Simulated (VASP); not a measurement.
The system is CsI.

```
CELL_PARAMETERS angstrom
4.60808 0.00000 0.00000
0.00000 4.60808 0.00000
0.00000 0.00000 4.60808
ATOMIC_POSITIONS crystal
Cs 0.00000 0.00000 0.00000
I 0.50000 0.50000 0.50000
```

Base run:

- Program: VASP 6.6.1
- Functional: HSE06
- Potentials or basis: VASP PAW PBE potentials, release 64 (Cs_sv, I)
- Cutoff: 520 eV
- k mesh: 4 × 4 × 4
- Occupations: gaussian, width 0.01 eV
- Spin: no spin polarisation

Its results: band gap on the k mesh 4.78 eV, indirect (least direct gap 4.88 eV); pressure 0.2 GPa.

Q: The run is repeated on the same cell with these changes: functional from HSE06 to PBE; further incar settings from ALGO = Normal; EDIFF = 1e-06; NBANDS = 15 to ALGO = Fast; EDIFF = 1e-07; NBANDS = 15. What comes out?

A: Band gap on the k mesh 3.79 eV, indirect (least direct gap 3.88 eV); pressure 0.5 GPa.

Caveats: spin-orbit coupling is left out, which moves the levels of the heavy elements; the PAW data sets were made with another functional, which shifts forces and pressure a little (some runs).

A k mesh can miss the band edges.
